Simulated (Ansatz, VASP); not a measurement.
Sb in VASP and in Ansatz

INCAR

```
SYSTEM = Sb
PREC = Accurate
ENCUT = 520
EDIFF = 1E-7
ISMEAR = 0
SIGMA = 0.1
LREAL = .False.
LASPH = .True.
NELM = 100
ALGO = Fast
ISIF = 2
LWAVE = .False.
LCHARG = .False.
GGA = PE
NBANDS = 12
```

File KPOINTS:

```
Automatic mesh
0
Gamma
  14 14 8
  0 0 0
```

The input POSCAR:

```
Sb
1.0
    3.0296705115      0.0000000000      0.0000000000
    0.0000000000      3.0140159832      0.0000000000
   -0.0752697515      0.0000000000      6.0285953076
Sb
2
Direct
    0.4557527500      0.0000000000      0.2504221100
    0.5442472500      0.0000000000      0.7495778900
```

Input for Ansatz:

```yaml
crystal:
  lattice:
    - [3.0296705115, 0.0, 0.0]
    - [0.0, 3.0140159832, 0.0]
    - [-0.0752697515, 0.0, 6.0285953076]
  atoms:
    - { symbol: Sb, position: [0.45575275, 0.0, 0.25042211] }
    - { symbol: Sb, position: [0.54424725, 0.0, 0.74957789] }
basis:
  ecutwfc: 420
kpoints:
  mp_grid: { grid: [14, 14, 8] }
hamiltonian:
  xc: pbe
scf:
  occupations: { method: gaussian, width: 0.1 }
output:
  forces: true
  stress: true
  eigenvalues: true
  populations: true
```

Alike in both runs: task single point; functional PBE; k mesh 14 × 14 × 8; occupations gaussian, width 0.1 eV; no spin polarisation.

```csv
,VASP,Ansatz
version,VASP 6.6.1,Ansatz 0.2.0
potentials or method,"VASP PAW PBE potentials, release 64 (Sb)","scalar-relativistic, plane waves, PAW"
plane-wave cutoff (eV),520,420
valence electrons in the cell,10,30
```

Ansatz gave:

```
gap on the k mesh at the Fermi level (eV)       : none
pressure (GPa)                                  : 5.8
largest component of the traceless stress (GPa) : 0.38
rms of the force components (eV/Å)              : 0.033
```

Which values does VASP return?

gap on the k mesh at the Fermi level (eV): none; pressure (GPa): 5.8; largest component of the traceless stress (GPa): 0.39; rms of the force components (eV/Å): 0.032.

Atom by atom the forces differ by 0.001 eV/Å (rms over components). A gap of «none» marks a metal or a gap that the smearing closes. With one functional, cell and mesh, what is left measures potentials, basis and numerics. The two sets of potentials don't hold the same shells in valence.

The runs have no spin-orbit coupling, so splittings on Sb are missing.
